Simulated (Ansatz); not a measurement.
AlAs (F-43m): the size of the finite step

```xyz
2
Lattice="0.0000 2.8146 2.8146 2.8146 0.0000 2.8146 2.8146 2.8146 0.0000" Properties=species:S:1:pos:R:3 pbc="T T T"
Al    0.0000    0.0000    0.0000
As    4.2219    4.2219    4.2219
```

Conventional cell: a = 5.629 Å, b = 5.629 Å, c = 5.629 Å, α = 90.00°, β = 90.00°, γ = 90.00°. Al (atom 1) is surrounded by 4 As at 2.44 Å. As (atom 2) is surrounded by 4 Al at 2.44 Å.

Level of theory, where no other is named: LDA, PAW on Ansatz 0.2.0's default frozen-core files (fitted under PBE), scalar-relativistic. k mesh 8×8×8, strains of ±0.003, fixed occupations, cutoff 420 eV. The cell was relaxed by PAW under this functional.

(1) Elastic constants come from stresses at strains of ±0.003 (two-point stencil): C11 = 112.7, C12 = 57.0, C44 = 53.9 GPa. What does an amplitude of 0.0002 give?

Answers

(1) C11 = 112.5, C12 = 57.0, C44 = 53.8 GPa. Nothing moves by 1 %. Steps under 0.001 aren't safe in general, since the basis can change from cell to cell and the noise grows as 1/δ.

Caveats: frozen-core PAW files fitted under PBE, their cores solved anew for the functional of the run; constants at zero field, no piezoelectric stiffening.
